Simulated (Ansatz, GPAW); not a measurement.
# CdTe: programs and potentials compared

```xyz
2
Lattice="0.0000 3.2050 3.2050 3.2050 0.0000 3.2050 3.2050 3.2050 0.0000" Properties=species:S:1:pos:R:3 pbc="T T T"
Te    4.8075    4.8075    4.8075
Cd    0.0000    0.0000    0.0000
```

Alike in all runs: task single point; functional PBE; k mesh 7 × 7 × 7; occupations gaussian, width 0.022 eV; no spin polarisation; no spin-orbit coupling. Pressure is positive in compression and, in plane waves, holds the error of the finite cutoff, which Ansatz's Pulay term estimates and takes out.

```tsv
program and potentials	plane-wave cutoff (eV)	notes	pressure (GPa)
Ansatz, Ansatz PAW	420	18 valence electrons an atom on average; Pulay term of +0.04 GPa included	4.24
GPAW, GPAW PAW data sets (gpaw-data 1.2.1)	600	9 valence electrons an atom on average	3.81
Ansatz, all-electron LAPW, scalar-relativistic	-	-	4.26
```

The pressure spans 3.81 (GPAW, GPAW PAW data sets (gpaw-data 1.2.1)) to 4.26 GPa (Ansatz, all-electron LAPW, scalar-relativistic), with all-electron results at 4.26.

The functional is the same throughout but for its coding, so the spread measures potentials, basis and numerics; runs on potential files found faulty are left out.
